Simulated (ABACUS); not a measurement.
Crystal: AgCl (Chlorargyrite).

```
Ag Cl
1.0
     0.00000    2.73500    2.73500
     2.73500    0.00000    2.73500
     2.73500    2.73500    0.00000
Ag Cl
1 1
Direct
  0.00000 0.00000 0.00000
  0.50000 0.50000 0.50000
```

Program: ABACUS 3.10.1. Alike in all runs: task single point; no spin polarisation; cell as given; smearing fermi-dirac 0.05 eV.

Q: Order these runs on this cell by their band gap on the k mesh, lowest first.
A. level PBE; potentials or basis PseudoDojo NC SR 0.4.1 PBE standard, plane waves; k mesh 8 × 8 × 8; cutoff (eV) 1116; SCF threshold on the density 1e-08; eigensolver dav
B. level PBEsol; potentials or basis PseudoDojo NC SR 0.5 PBE stringent, plane waves; k mesh 6 × 6 × 6; cutoff (eV) 1116; SCF threshold on the density 1e-08; eigensolver dav
C. level r2SCAN; potentials or basis SG15 ONCV 1.2 PBE, DZP LCAO (the cutoffs set its grid); k mesh 6 × 6 × 6; cutoff (eV) 1361; SCF threshold on the density 1e-07; eigensolver genelpa

A: B (0.72 eV), A (0.91 eV), C (1.37 eV).

Caveats: the atomic orbitals were generated for these runs and aren't a published set (some runs); the basis of atomic orbitals isn't converged, which shifts pressures, moduli and gaps (some runs).

A k mesh can miss the band edges.

Not every run made on this cell is shown here.
